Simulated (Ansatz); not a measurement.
**The polar optical mode of RbBr at 40 GPa, worked through**

These are results of Ansatz, DFT PBEsol, scalar-relativistic, plane waves, PAW, not measurements. Plane waves to 420 eV; Γ-centred k mesh 8×8×8; fixed occupations. No spin polarisation. Phonons by linear response, acoustic sum rule imposed.

The cell, relaxed at 40 GPa:
```
Rb Br
1.0
     0.00000    2.79405    2.79405
     2.79405    0.00000    2.79405
     2.79405    2.79405    0.00000
Rb Br
1 1
Cartesian
  0.0000 0.0000 0.0000
  2.7941 2.7941 2.7941
```

Other phases may be more stable at this pressure.

Linear response gives ν_TO = 242.3 cm⁻¹, Born charges ±1.134 e (positive on Rb) and ε∞ = 3.877. The primitive cell holds 43.625 Å³, and the masses are 85.468 and 79.904 amu.

Q: Find ν_LO and the static dielectric constant.

A: The long-wave field adds a restoring force: ω_LO² − ω_TO² = Z*²e²/(ε_vac ε∞ μV). In these units ν_LO² − ν_TO² = 4.92064×10⁷ Z*²/(μ V ε∞) cm⁻², with μ = m₁m₂/(m₁ + m₂) = 41.296 amu: 9066 cm⁻². So ν_LO = √(242.3² + 9066) = 260.3 cm⁻¹, and the run gives 260.3. Lyddane–Sachs–Teller then gives ε0 = ε∞ (ν_LO/ν_TO)² = 4.48, against 4.48 in the run (it forms both from the same three quantities, so the match checks the arithmetic only). Between ν_TO and ν_LO the dielectric function is negative and an undamped crystal reflects fully: a reststrahlen band from 38.4 to 41.3 μm.

Q: What do the Clausius–Mossotti polarisability and the Szigeti charge come to?

A: With the Lorentz local field, α = (3V/4π)(ε∞ − 1)/(ε∞ + 2) = 5.10 Å³ for the pair, and e_S = 3Z*/(ε∞ + 2) = 0.58 e. The Born charge includes the electrons' response to the dipole's own local field, and e_S takes that enhancement out. The Lorentz field assumes point-like polarisable ions, a fair picture at this small ε∞.

Q: How strongly does a slow electron couple to the LO mode?

A: For one isotropic parabolic band, Fröhlich's constant is α_F = (1/ε∞ − 1/ε0) √(m* Ry/ħω_LO), with Ry = 13.606 eV, ħω_LO = 32.3 meV and m* in free-electron masses: α_F = 0.0345 × 20.53 × √m* = 0.71 √m*. The band mass isn't part of this run; for m* = 0.1, 0.3 and 1 it gives 0.22, 0.39, 0.71. In weak coupling the polaron lies α_F ħω_LO below the band edge (13 meV at m* = 0.3) with a mass m*(1 + α_F/6); past α_F of about 5 or 6 that expansion fails. A semilocal functional's ε∞ tends to be too large, which taken alone lowers α_F.

Cost: 1 run of about 0.46 core-minutes, on Arm Neoverse N1 (shared hosts).